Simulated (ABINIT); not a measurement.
**Ge: single point with PBE0-1/3**

**Measured values to compare with.**

“Electronic and optical properties of SixGe1-x-ySny alloys lattice-matched to Ge”, 2021, arxiv:2109.02782 reports, for a bulk crystal of Ge at 293 K: band gap 0.666 eV (indirect).

Crystal: Ge.

```
Ge
1.0
     0.00000    2.82891    2.82891
     2.82891    0.00000    2.82891
     2.82891    2.82891    0.00000
Ge
2
Direct
  0.75000 0.75000 0.75000
  0.50000 0.50000 0.50000
```

- Program: ABINIT 10.8.3 (patched build)
- Task: single point
- Functional: PBE0-1/3
- Potentials or basis: SPMS NC PBE v1.0
- Cutoff: 762 eV
- k mesh: 6 × 6 × 6
- Occupations: fermi-dirac, width 0.05 eV
- Spin: no spin polarisation

| Property | Result |
| --- | --- |
| Band gap on the k mesh | 2.22 eV, direct |
| Valence electrons inside the program's atomic spheres | Ge 11.55 (radii [1.0584] Å) |

Levels at points of the mesh, in eV from the valence-band top:
```tsv
k point	band 10	band 11	band 12	band 13	band 14	band 15	band 16	band 17	band 18
(0.00, 0.00, 0.00)	-25.16	-14.24	0.00	0.00	0.00	2.22	4.77	4.77	4.77
(0.50, 0.00, 0.00)	-25.14	-11.87	-8.37	-1.59	-1.59	2.34	6.16	6.16	9.70
(0.50, 0.50, 0.00)	-25.12	-9.84	-9.84	-3.42	-3.42	2.97	2.97	12.28	12.28
```

It took 28 min on 4 MPI ranks on Arm Neoverse V1, with other jobs on the host, peak memory 0.4 GiB a rank.

Against the measured gap of Ge, 0.666 eV (indirect; 293 K; “Electronic and optical properties of SixGe1-x-ySny alloys lattice-matched to Ge”, 2021, arxiv:2109.02782), the calculated 2.22 eV is off by +1.55 eV. So large a miss can be the level of theory's own, or it may mean another phase, state or a wrong row. 3 values of this kind are on record (0.666 to 0.807 eV); this one was drawn at random among those near their median. Spin-orbit coupling on Ge is left out. The value is that of PBE0-1/3 on a finite k mesh, which can miss the band edges, without temperature or zero-point motion.

Caveat: exact exchange is summed on a coarse mesh, which widens gaps by tenths of an eV.
